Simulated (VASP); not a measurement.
S:

```
CELL_PARAMETERS angstrom
5.40900 3.12289 1.42667
-5.40900 3.12289 1.42667
0.00000 -6.24578 1.42667
ATOMIC_POSITIONS crystal
S 0.85170 0.08270 0.74910
S 0.08270 0.74910 0.85170
S 0.74910 0.85170 0.08270
S 0.14830 0.91730 0.25090
S 0.91730 0.25090 0.14830
S 0.25090 0.14830 0.91730
```

This isn't the form of S at room conditions, which is orthorhombic, of S8 rings.

Base run:

| Item | Value |
| --- | --- |
| Program | VASP 6.6.1 |
| Functional | RPBE |
| Potentials or basis | VASP PAW PBE potentials, release 64 (S) |
| Cutoff | 500 eV |
| k mesh | 7 × 7 × 7 |
| Occupations | gaussian, width 0.05 eV |
| Spin | no spin polarisation |

Its results: band gap on the k mesh 2.28 eV, indirect (least direct gap 2.35 eV); pressure 4.1 GPa; largest force 0.286 eV/Å.

Problem. The run is repeated on the same cell with these changes: functional from RPBE to vdW-DF2; cutoff from 500 eV to 520 eV; occupations from gaussian, width 0.05 eV to fermi-dirac, width 0.05 eV. What comes out?

Solution. Band gap on the k mesh 2.17 eV, indirect (least direct gap 2.25 eV); pressure 5.3 GPa; largest force 1.086 eV/Å.

Caveats: the PAW data sets were made with another functional, which shifts forces and pressure a little; an odd mesh through Γ misses points on the zone boundary, where band edges often lie.
